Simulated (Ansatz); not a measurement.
# Hf: stress in a strained cell

Hf is deformed so: equal xy, yz and zx engineering shear strains of -3 %. What stress and forces result, by LAPW, PAW and all-electron datasets made for the crystal?

Program: Ansatz 0.2.0. Level of theory: DFT PBE, scalar-relativistic. These are calculated values, not measurements.

**1. The structure to begin with**

The structure is cubic, space group Im-3m (No. 229). The conventional cell has a = 3.610 Å, b = 3.610 Å, c = 3.610 Å, α = 90.00°, β = 90.00°, γ = 90.00°. Hf (site symmetry m-3m) is surrounded by 8 Hf at 3.13 Å.

Coordinates:

```cif
data_structure
_symmetry_space_group_name_H-M 'Im-3m'
_symmetry_Int_Tables_number 229
_cell_length_a 3.6100
_cell_length_b 3.6100
_cell_length_c 3.6100
_cell_angle_alpha 90.000
_cell_angle_beta 90.000
_cell_angle_gamma 90.000
_cell_volume 47.05
loop_
_atom_site_label
_atom_site_type_symbol
_atom_site_symmetry_multiplicity
_atom_site_Wyckoff_symbol
_atom_site_fract_x
_atom_site_fract_y
_atom_site_fract_z
_atom_site_occupancy
Hf1 Hf 2 a 0.00000 0.00000 0.00000 1
```

The file gives the conventional cell by its symmetry; the runs use the cell typed in the input.

**2. After the deformation**

Space group Im-3m before, R-3m after.

**3. Full-potential LAPW**

input.yaml

```yaml
crystal:
  lattice:
    - [-1.85915, 1.805, 1.805]
    - [1.805, -1.85915, 1.805]
    - [1.805, 1.805, -1.85915]
  atoms:
    - { symbol: Hf, position: [0.0, 0.0, 0.0] }
kpoints:
  mp_grid: { grid: [14, 14, 14] }
  band_path:
    path:
      - [0.0, 0.0, 0.0]
      - [0.0, 0.0, 0.5]
      - [-0.5, 0.5, 0.5]
      - [-0.7572253634, 0.2427746366, 0.2427746366]
      - [0.2427746366, 0.2427746366, 0.2427746366]
      - [0.0, 0.0, 0.0]
      - [-0.5, 0.0, 0.5]
    npoints: 5
scf:
  occupations: { method: fermi_dirac, width: 0.05 }
hamiltonian:
  xc: pbe
  pseudopotentials: { kind: all_electron, lapw: { basis_error: 0.0005 } }
output:
  forces: true
  stress: true
  eigenvalues: true
```

Started as:

```console
$ ansatz run input.yaml --threads 1 --pin off --max-ram 3072MiB --backend cpu --events-out ev --progress --plain --runs-dir out
```

**4. PAW with frozen cores**

input.yaml

```yaml
crystal:
  lattice:
    - [-1.85915, 1.805, 1.805]
    - [1.805, -1.85915, 1.805]
    - [1.805, 1.805, -1.85915]
  atoms:
    - { symbol: Hf, position: [0.0, 0.0, 0.0] }
kpoints:
  mp_grid: { grid: [14, 14, 14] }
scf:
  occupations: { method: fermi_dirac, width: 0.05 }
hamiltonian:
  xc: pbe
  pseudopotentials: { kind: paw }
output:
  forces: true
  stress: true
  eigenvalues: true
  efg: { contact_densities: true }
  write_density: true
  write_potential: true
  elf: true
  volumetric_format: npy
```

**5. All-electron PAW on datasets made for the crystal**

Edit input.yaml of step 4 so:

```diff
@@ -13,3 +13,3 @@
   xc: pbe
-  pseudopotentials: { kind: paw }
+  pseudopotentials: { kind: all_electron, datasets: crystal }
 output:
@@ -19,5 +19 @@
   efg: { contact_densities: true }
-  write_density: true
-  write_potential: true
-  elf: true
-  volumetric_format: npy
```

(Steps that only read results are left out.)

Q: Predict the outcome of this session. Wanted: pressure; largest shear or deviatoric stress.

The runs gave:

| quantity | value |
| --- | --- |
| pressure | LAPW -4.83, PAW -4.84, crystal datasets -4.83 GPa |
| largest shear or deviatoric stress (LAPW) | 1.36 GPa |

In words: The largest part of the stress beyond the pressure is 1.36 GPa in size. No run of the undeformed cell stands beside it, so the pressure holds what the given cell had before the change. PAW: stress within 0.01 GPa of LAPW. Crystal datasets: stress within 0.01 GPa of LAPW. Spin-orbit coupling is left out, though the cell holds Hf; in elements this heavy it can shift bands and gaps by tenths of an eV.
